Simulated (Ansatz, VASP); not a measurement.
**One calculation of MgI2, two programs**

The input INCAR:

```
  PREC = Accurate
  ENCUT = 520
  EDIFF = 1E-7
  ISMEAR = 0
  SIGMA = 0.05
  LREAL = False
  LASPH = True
  NELM = 60
  ALGO = Normal
  ISIF = 2
  LWAVE = False
  LCHARG = False
  GGA = PE
  NBANDS = 15
```

The input KPOINTS:

```
regular mesh
0
Gamma
  6 6 4
```

Contents of POSCAR:

```
MgI2
1.0
    4.2734827252      0.0000000000      0.0000000000
   -2.1367413626      3.7009446027      0.0000000000
    0.0000000000      0.0000000000      7.9347883382
Mg I
1 2
Direct
    0.0000000000      0.0000000000      0.0000000000
    0.3333333333      0.6666666667      0.8050686935
    0.6666666667      0.3333333333      0.1949313065
```

Input for Ansatz:

```yaml
crystal:
  lattice:
    - [4.2734827252, 0.0, 0.0]
    - [-2.1367413626, 3.7009446027, 0.0]
    - [0.0, 0.0, 7.9347883382]
  atoms:
    - { symbol: Mg, position: [0.0, 0.0, 0.0] }
    - { symbol: I, position: [0.3333333333, 0.6666666667, 0.8050686935] }
    - { symbol: I, position: [0.6666666667, 0.3333333333, 0.1949313065] }
basis:
  ecutwfc: 520.0
kpoints:
  mp_grid: { grid: [6, 6, 4] }
hamiltonian:
  xc: pbe
scf:
  occupations: { method: gaussian, width: 0.05 }
output:
  forces: true
  stress: true
  eigenvalues: true
  write_density: true
  write_potential: true
  elf: true
  volumetric_format: npy
```

Alike in both runs: task single point; functional PBE; k mesh 6 × 6 × 4; occupations gaussian, width 0.05 eV; no spin polarisation.

```csv
,VASP,Ansatz
version,VASP 6.6.1,Ansatz 0.2.0
potentials or method,"VASP PAW PBE potentials, release 64 (Mg, I)","scalar-relativistic, plane waves, PAW"
plane-wave cutoff (eV),520,520
valence electrons in the cell,16,44
```

|  | VASP | Ansatz | Ansatz less VASP |
| --- | --- | --- | --- |
| gap on the k mesh at the Fermi level (eV) | 3.72 | 3.74 | +0.017 |
| least direct gap on the mesh (eV) | 3.87 | 3.88 | +0.014 |
| pressure (GPa) | 0.9 | 0.9 | +0.04 |
| largest component of the traceless stress (GPa) | 1.08 | 1.07 | -0.008 |
| rms of the force components (eV/Å) | 0.237 | 0.242 | +0.0046 |

Atom by atom the forces differ by 0.005 eV/Å (rms over components). The two sets of potentials don't hold the same shells in valence.

Caveats: spin-orbit coupling is left out, which moves the levels of the heavy elements; this functional lacks dispersion, which binds the layers, so the pressure and a relaxed spacing across them are unreliable. A k mesh can miss the band edges.
